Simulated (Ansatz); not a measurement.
LaScO3 (Pnma) from a database structure, relaxed with r2SCAN. Space group Pnma (No. 62), orthorhombic; conventional cell a = 5.796 Å, b = 8.096 Å, c = 5.678 Å, 13.32 Å³ an atom. La is surrounded by 8 O at 2.39–2.89 Å; Sc is surrounded by 6 O at 2.10–2.11 Å; O is surrounded by 2 Sc at 2.11 Å and 2 La at 2.39–2.53 Å; O is surrounded by 2 Sc at 2.10–2.11 Å and 3 La at 2.42–2.89 Å.

```
La Sc O
1.0
     5.79590    0.00000    0.00000
     0.00000    8.09609    0.00000
     0.00000    0.00000    5.67838
La Sc O
4 4 12
Cartesian
  5.5414 2.0240 0.0620
  3.1524 6.0721 2.9012
  2.6435 2.0240 2.7772
  0.2545 6.0721 5.6164
  2.8980 0.0000 0.0000
  0.0000 0.0000 2.8392
  0.0000 4.0480 2.8392
  2.8980 4.0480 0.0000
  3.0843 2.0240 5.1220
  5.6096 6.0721 2.2828
  0.1864 2.0240 3.3956
  2.7116 6.0721 0.5564
  1.7146 7.6741 3.9992
  1.1833 0.4220 1.1601
  4.6126 4.4701 4.5183
  4.0813 3.6260 1.6791
  4.0813 0.4220 1.6791
  4.6126 7.6741 4.5183
  1.1833 3.6260 1.1601
  1.7146 4.4701 3.9992
```

The questions ask for values computed with the plane-wave code Ansatz on this geometry. Non-magnetic throughout; all numbers are computed.

Given (4×4×4 mesh): The PBE gap is direct at Γ: 3.93 eV.

Task: Estimate the gap with PBE+SOC on 4×4×4.

Result: The PBE+SOC gap is direct at Γ: 3.92 eV. The gap differs by -0.01 eV from PBE's.

Task: How does the gap change from PBE to r2SCAN (4×4×4)?

Result: With r2SCAN the gap is 4.50 eV and direct, at Γ. The gap differs by +0.57 eV from PBE's.

Task: How does the gap change from PBE to HSE06 (4×2×4)?

Result: The HSE06 gap is direct at Γ: 5.85 eV. The gap differs by +1.92 eV from PBE's.

Task: What do these levels agree on?

Result: r2SCAN covers 29 % of the step from PBE to HSE06. Spin-orbit coupling moves the least or the direct gap by up to 0.01 eV, so it can be left out where a tenth of an eV counts. All these functionals give a gap of the same kind, direct.

Only the levels marked +SOC include spin-orbit coupling.

The meshes of the hybrids are coarse, so their gaps aren't converged to the digits shown.
